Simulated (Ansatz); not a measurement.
Runs of Ansatz 0.2.0 on SrO. The structure is cubic, space group Fm-3m (No. 225). Conventional cell: a = 5.133 Å, b = 5.133 Å, c = 5.133 Å, α = 90.00°, β = 90.00°, γ = 90.00°. Sr (site symmetry m-3m) is surrounded by 6 O at 2.57 Å. O (site symmetry m-3m) is surrounded by 6 Sr at 2.57 Å. 

```csv
task,level,potentials or basis,spin,cell,k mesh,cutoff (eV),smearing,driver,points for each segment of the path,gap on the mesh (eV),pressure (GPa)
single point,BLYP+D3(BJ),Ansatz PAW,off,volume scaled by 0.96,9 × 9 × 9,420,fermi-dirac 0.1 eV,calculator,-,3.49,4.7
band structure,revPBE0+D4,JTH PAW,off,as given,6 × 6 × 6,1380,methfessel-paxton 0.01 eV,chain,4,5.61,(a)
electric field gradients,PBE+D4,Ansatz PAW,"SOC, no magnetisation",as given,9 × 9 × 9,420,fixed,chain,-,3.35,(b)
single point,BLYP+D3(BJ),SPMS NC,off,cell strained at random at fixed volume,7 × 7 × 7,1034,fixed,calculator,-,3.42,0.3
single point,BLYP+D3(BJ),Ansatz PAW,off,volume scaled by 0.96,9 × 9 × 9,420,fermi-dirac 0.1 eV,-,-,3.49,4.7
atomic charges,r2SCAN,SPMS NC,off,as given,9 × 9 × 9,1034,fermi-dirac 0.025 eV,chain,-,3.83,0.6
```

Task: Fill in the values left out.

Result: (a) -0.5; (b) 1.5.

Caveats: odd divisions of the mesh miss points on the zone boundary, where band edges often lie, so the gap on the mesh can be too wide (some runs); the potentials were made for another functional, which shifts forces and pressure (some runs); the thresholds are loose for stress (some runs); the PAW data sets come from PBE, with cores solved anew for the run's functional, which leaves a small shift of forces and pressure (some runs); the meta-GGA runs on potentials made for a GGA (some runs).

A k mesh can miss the band edges, and rows without SOC leave out spin-orbit coupling on Sr.
